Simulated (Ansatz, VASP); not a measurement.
# One calculation of Os, two programs

```
Os
1.0
     2.78772    0.00000    0.00000
    -1.39386    2.41424    0.00000
     0.00000    0.00000    4.40442
Os
2
Direct
  0.33333 0.66667 0.25000
  0.66667 0.33333 0.75000
```

Change from the starting cell: volume scaled by 1.06.

Alike in both runs: task single point; functional PBEsol; k mesh 17 × 17 × 10; occupations fermi-dirac, width 0.08 eV; no spin polarisation.

|  | VASP | Ansatz |
| --- | --- | --- |
| version | VASP 6.6.1 | Ansatz 0.2.0 |
| potentials or method | VASP PAW PBE potentials, release 64 (Os), cutoff 520 eV | all-electron LAPW, scalar-relativistic |

VASP gave:

- pressure (GPa): -24.1
- largest component of the traceless stress (GPa): 1.41

Task: Which values does Ansatz return?

Result: Pressure (GPa): -23.9; largest component of the traceless stress (GPa): 1.37.

Ansatz ran all-electron here, so the differences hold the error of VASP's frozen core and of both bases.

Caveats: so large a pressure means that the cell lies far from this level's equilibrium, or that cutoff or potentials fall short (VASP); the potentials were made for another functional, which shifts forces and pressure (VASP). The runs have no spin-orbit coupling, so splittings on Os are missing.
